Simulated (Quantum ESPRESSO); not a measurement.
# Hf (P6/mmm) in Quantum ESPRESSO: settings compared, part 2 of 2

Quantum ESPRESSO 7.5. Earlier steps stand in the parts before.

### Step 3. Single point, LDA, 20.62 Å³/atom

Input file pw.in:

```
&CONTROL
  calculation = 'scf'
  prefix = 'pwscf'
  outdir = './tmp'
  pseudo_dir = './pseudo'
  tprnfor = .true.
  tstress = .true.
  disk_io = 'nowf'
/
&SYSTEM
  ibrav = 0
  nat = 3
  ntyp = 1
  ecutwfc = 45
  ecutrho = 360
  nbnd = 26
  occupations = 'smearing'
  smearing = 'fd'
  degauss = 0.00367493
/
&ELECTRONS
  conv_thr = 6d-10
  electron_maxstep = 120
  mixing_beta = 0.5
/
ATOMIC_SPECIES
Hf   178.4900 hf_lda_v1.uspp.F.UPF
CELL_PARAMETERS angstrom
   4.8610290882    0.0000000000    0.0000000000
  -2.4305145441    4.2097746788    0.0000000000
   0.0000000000    0.0000000000    3.0232302404
ATOMIC_POSITIONS crystal
Hf     0.0000000000    0.0000000000    0.0000000000
Hf     0.3333333333    0.6666666667    0.5000000000
Hf     0.6666666667    0.3333333333    0.5000000000
K_POINTS automatic
6 6 9 0 0 0
```

Potentials or basis: GBRV 1.5 LDA.

Started as:

```sh
$ OMP_NUM_THREADS=1 mpirun -n 2 pw.x -nk 2 -in pw.in > pw.out
```

pw.out:

```text
This program is part of the open-source Quantum ESPRESSO suite
     for quantum simulation of materials; please cite
[... 13 lines left out ...]
     --------------------
     sticks:   dense  smooth     PW     G-vecs:    dense   smooth      PW
     Sum        2095    1039    313                48173    17011    2833

     Using Slab Decomposition

     bravais-lattice index     =            0
     lattice parameter (alat)  =       9.1860  a.u.
     unit-cell volume          =     417.4985 (a.u.)^3
     number of atoms/cell      =            3
     number of atomic types    =            1
     number of electrons       =        36.00
     number of Kohn-Sham states=           26
     kinetic-energy cutoff     =      45.0000  Ry
     charge density cutoff     =     360.0000  Ry
     scf convergence threshold =      6.0E-10
     mixing beta               =       0.5000
     number of iterations used =            8  plain     mixing
     Exchange-correlation= SLA  PZ   NOGX NOGC
                           (   1   1   0   0   0   0   0)

[... 432 lines left out ...]
   -14.5237 -14.3904 -14.3904 -13.8619  12.0074  13.5087  13.5087  14.4187
    14.4644  14.4644  16.0838  16.0838  17.0652  17.0652  18.9077  19.0757
    20.5768  22.5567

     the Fermi energy is    15.6259 ev

!    total energy              =    -475.73178458 Ry
     estimated scf accuracy    <          5.8E-10 Ry
     smearing contrib. (-TS)   =      -0.00174305 Ry
     internal energy E=F+TS    =    -475.73004153 Ry

     The total energy is F=E-TS. E is the sum of the following terms:
     one-electron contribution =     -48.56261454 Ry
     hartree contribution      =      39.20675342 Ry
     xc contribution           =    -226.05181307 Ry
     ewald contribution        =    -240.32236734 Ry

     convergence has been achieved in  11 iterations

     negative rho (up, down):  3.317E-01 0.000E+00

     Forces acting on atoms (cartesian axes, Ry/au):

     atom    1 type  1   force =     0.00000000    0.00000000    0.00000000
     atom    2 type  1   force =    -0.00000000   -0.00000000   -0.00000000
     atom    3 type  1   force =     0.00000000    0.00000000    0.00000000

     Total force =     0.000000     Total SCF correction =     0.000000

     Computing stress (Cartesian axis) and pressure

     negative rho (up, down):  3.317E-01 0.000E+00
          total   stress  (Ry/bohr**3)                   (kbar)     P=        3.11
  -0.00000604  -0.00000000   0.00000000           -0.89       -0.00        0.00
   0.00000000  -0.00000604  -0.00000000            0.00       -0.89       -0.00
  -0.00000000   0.00000000   0.00007555           -0.00        0.00       11.11

=------------------------------------------------------------------------------=
   JOB DONE.
=------------------------------------------------------------------------------=
```

It took 23 s on 2 MPI ranks of Arm Neoverse V2, shared host; peak memory 0.46 GiB.

What came out:

```yaml
Free_energy: -6472.6607 eV
Pressure: 0.3 GPa
Band_gap_on_the_k_mesh: none (metal or under the smearing width)
```

### Step 4. Single point, LDA, 21.06 Å³/atom

Edit pw.in of step 3 so:

```diff
@@ -28,5 +28,5 @@
 CELL_PARAMETERS angstrom
-   4.8610290882    0.0000000000    0.0000000000
-  -2.4305145441    4.2097746788    0.0000000000
-   0.0000000000    0.0000000000    3.0232302404
+   4.8952628153    0.0000000000    0.0000000000
+  -2.4476314076    4.2394219562    0.0000000000
+   0.0000000000    0.0000000000    3.0445212957
 ATOMIC_POSITIONS crystal
```

Started as:

```sh
$ OMP_NUM_THREADS=1 mpirun -n 2 pw.x -nk 2 -in pw.in > pw.out
```

It took 23 s on 2 MPI ranks of Arm Neoverse V2, shared host; peak memory 0.46 GiB.

The run converged. Its results:

```
Free energy            : -6472.6559 eV
Pressure               : -2.2 GPa
Band gap on the k mesh : none (metal or under the smearing width)
```

### Step 5. Single point, LDA, 21.50 Å³/atom

Edit pw.in of step 4 so:

```diff
@@ -28,5 +28,5 @@
 CELL_PARAMETERS angstrom
-   4.8952628153    0.0000000000    0.0000000000
-  -2.4476314076    4.2394219562    0.0000000000
-   0.0000000000    0.0000000000    3.0445212957
+   4.9290243154    0.0000000000    0.0000000000
+  -2.4645121577    4.2686602729    0.0000000000
+   0.0000000000    0.0000000000    3.0655186578
 ATOMIC_POSITIONS crystal
```

Started as:

```sh
$ OMP_NUM_THREADS=1 mpirun -n 2 pw.x -nk 2 -in pw.in > pw.out
```

It took 23 s on 2 MPI ranks of Arm Neoverse V2, shared host; peak memory 0.48 GiB.

The run converged. Its results:

```
Free energy            : -6472.6316 eV
Pressure               : -4.5 GPa
Band gap on the k mesh : none (metal or under the smearing width)
```

### Step 6. Single point, LDA, 21.94 Å³/atom

Edit pw.in of step 5 so:

```diff
@@ -28,5 +28,5 @@
 CELL_PARAMETERS angstrom
-   4.9290243154    0.0000000000    0.0000000000
-  -2.4645121577    4.2686602729    0.0000000000
-   0.0000000000    0.0000000000    3.0655186578
+   4.9623295440    0.0000000000    0.0000000000
+  -2.4811647720    4.2975034470    0.0000000000
+   0.0000000000    0.0000000000    3.0862322500
 ATOMIC_POSITIONS crystal
```

Potentials or basis: GBRV 1.5 LDA.

Started as:

```sh
$ OMP_NUM_THREADS=1 mpirun -n 2 pw.x -nk 2 -in pw.in > pw.out
```

Wall time 26 s (2 MPI ranks of Arm Neoverse V2, shared host); peak memory 0.48 GiB.

It converged, with:

```yaml
Free_energy: -6472.5890 eV
Pressure: -6.6 GPa
Band_gap_on_the_k_mesh: none (metal or under the smearing width)
```

### Step 7. Single point, LDA, 22.38 Å³/atom

Edit pw.in of step 6 so:

```diff
@@ -28,5 +28,5 @@
 CELL_PARAMETERS angstrom
-   4.9623295440    0.0000000000    0.0000000000
-  -2.4811647720    4.2975034470    0.0000000000
-   0.0000000000    0.0000000000    3.0862322500
+   4.9951936113    0.0000000000    0.0000000000
+  -2.4975968057    4.3259645642    0.0000000000
+   0.0000000000    0.0000000000    3.1066714698
 ATOMIC_POSITIONS crystal
```

Started as:

```sh
$ OMP_NUM_THREADS=1 mpirun -n 2 pw.x -nk 2 -in pw.in > pw.out
```

Run time: 28 s. Hardware: 2 MPI ranks of Arm Neoverse V2, shared host; peak memory 0.5 GiB.

Results (log left out):

- Free energy: -6472.5301 eV
- Pressure: -8.4 GPa
- Band gap on the k mesh: none (metal or under the smearing width)

### Step 8. Single point, LDA, 22.82 Å³/atom

Edit pw.in of step 7 so:

```diff
@@ -28,5 +28,5 @@
 CELL_PARAMETERS angstrom
-   4.9951936113    0.0000000000    0.0000000000
-  -2.4975968057    4.3259645642    0.0000000000
-   0.0000000000    0.0000000000    3.1066714698
+   5.0276308424    0.0000000000    0.0000000000
+  -2.5138154212    4.3540560303    0.0000000000
+   0.0000000000    0.0000000000    3.1268452265
 ATOMIC_POSITIONS crystal
```

Started as:

```sh
$ OMP_NUM_THREADS=1 mpirun -n 2 pw.x -nk 2 -in pw.in > pw.out
```

Run time: 28 s. Hardware: 2 MPI ranks of Arm Neoverse V2, shared host; peak memory 0.5 GiB.

The run converged. Its results:

```yaml
Free_energy: -6472.4565 eV
Pressure: -10.2 GPa
Band_gap_on_the_k_mesh: none (metal or under the smearing width)
```

### Step 9. Single point, LDA, 23.25 Å³/atom

Edit pw.in of step 8 so:

```diff
@@ -28,5 +28,5 @@
 CELL_PARAMETERS angstrom
-   5.0276308424    0.0000000000    0.0000000000
-  -2.5138154212    4.3540560303    0.0000000000
-   0.0000000000    0.0000000000    3.1268452265
+   5.0596548321    0.0000000000    0.0000000000
+  -2.5298274161    4.3817896190    0.0000000000
+   0.0000000000    0.0000000000    3.1467619751
 ATOMIC_POSITIONS crystal
```

Potentials or basis: GBRV 1.5 LDA.

Started as:

```sh
$ OMP_NUM_THREADS=1 mpirun -n 2 pw.x -nk 2 -in pw.in > pw.out
```

Wall time 28 s (2 MPI ranks of Arm Neoverse V2, shared host); peak memory 0.5 GiB.

It converged, with:

- Free energy: -6472.3694 eV
- Pressure: -11.7 GPa
- Band gap on the k mesh: none (metal or under the smearing width)

### Step 10. Equation of state, LDA

This step only gathers the single runs of the series.

What came out:

```yaml
Equilibrium_volume: 20.74 Å³/atom
Bulk_modulus_at_fixed_shape_and_positions: 122 GPa
Pressure_derivative_of_the_bulk_modulus: 3.6
```

Energy against volume, from the lowest point:
```
volume (Å³/atom)  energy (meV/atom)
          20.622               0.00
          21.061               1.59
          21.500               9.69
          21.939              23.90
          22.377              43.51
          22.816              68.05
          23.255              97.10
```

Caveat: the cell was scaled at fixed shape and fractional positions, which overstates the stiffness of a crystal with free parameters, most of all of layers and chains.
